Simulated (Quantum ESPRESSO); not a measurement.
# BP in Quantum ESPRESSO: the effect of functional

Crystal: BP.

```
P B
1.0
     0.00000    2.26900    2.26900
     2.26900    0.00000    2.26900
     2.26900    2.26900    0.00000
P B
1 1
Direct
  0.75000 0.75000 0.75000
  0.00000 0.00000 0.00000
```

Alike in all runs:

| Quantity | Value |
| --- | --- |
| Program | Quantum ESPRESSO 7.5 |
| Cutoff | 1034 eV |
| Density cutoff | 4136 eV |
| k mesh | 6 × 6 × 6, shifted |
| Occupations | fermi-dirac, width 0.05 eV |
| Spin | no spin polarisation |

Each run relaxes the cell or the atoms first.

Problem. One run gave: relaxed volume 11.29 Å³/atom; dielectric constant 9.13 mean; highest phonon frequency 821 cm⁻¹. Which functional did it use?
A. revPBE
B. vdW-DF-cx
C. PBE
D. PW91
E. LDA

Solution. E.

```csv
functional,potentials or basis,relaxed volume (Å³/atom),dielectric constant (mean),highest phonon frequency (cm⁻¹)
PBE,PseudoDojo 0.4.1 SR PBE standard,11.75,9.12,800
LDA,PseudoDojo 0.4.1 SR LDA standard,11.29,9.13,821
revPBE,PseudoDojo 0.4.1 SR PBE standard,11.80,9.06,797
RPBE,PseudoDojo 0.4.1 SR PBE standard,11.82,9.04,796
PW91,PseudoDojo 0.4.1 SR PBE standard,11.78,9.09,797
vdW-DF-cx,PseudoDojo 0.4.1 SR PBE standard,11.67,9.19,805
```

Caveats: the potentials were made for another functional, which shifts forces and pressure (some runs).

Not every run made on this cell is shown here.
